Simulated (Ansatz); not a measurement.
Input and command of a calculation in Ansatz (plane waves; scalar-relativistic PAW potentials unless the input names others):

```yaml
crystal:
  lattice:
    - [3.7286380979, 0.0, 0.0]
    - [-1.864319049, 3.2290953143, 0.0]
    - [0.0, 0.0, 6.67501905]
  atoms:
    - { symbol: Li, position: [0.6666666667, 0.3333333333, 0.876017] }
    - { symbol: Li, position: [0.3333333333, 0.6666666667, 0.376017] }
    - { symbol: Cl, position: [0.6666666667, 0.3333333333, 0.498984] }
    - { symbol: Cl, position: [0.3333333333, 0.6666666667, 0.998984] }
basis:
  ecutwfc: 420
kpoints:
  mp_grid: { grid: [9, 9, 4] }
hamiltonian:
  xc: lda
scf:
  occupations: { method: fermi_dirac, width: 0.3 }
  n_extra_bands: 0
  max_iter: 60
output:
  forces: true
  eigenvalues: true
  stress: true
```

```bash
ansatz run input.yaml --threads 1 --pin off --max-ram 1228MiB --backend cpu --events-out ev --progress --plain --runs-dir out
```

Q: Will this input run?

A: The program refuses it, because of too few bands (scf.n_extra_bands: not typed → 0). Also changed, but not at fault: scf.occupations: {"method": "gaussian", "width": 0.05} → {"method": "fermi_dirac", "width": 0.3}. With the sound run's settings it is accepted.

Abridged log:
```
Error: inconsistent input (scf.n_extra_bands, scf.occupations.method): n_bands = 10 leaves no empty band above the 10 bands per channel that the deck's 20 electrons occupy, and the occupations search for the Fermi level (a smearing at a finite width, or tetrahedra): a level found among occupied bands alone can fill a metal as an insulator; raise scf.n_extra_bands until at least 11 bands are solved (omitted, it auto-derives to 16) (see scf.n_extra_bands in the input reference)
```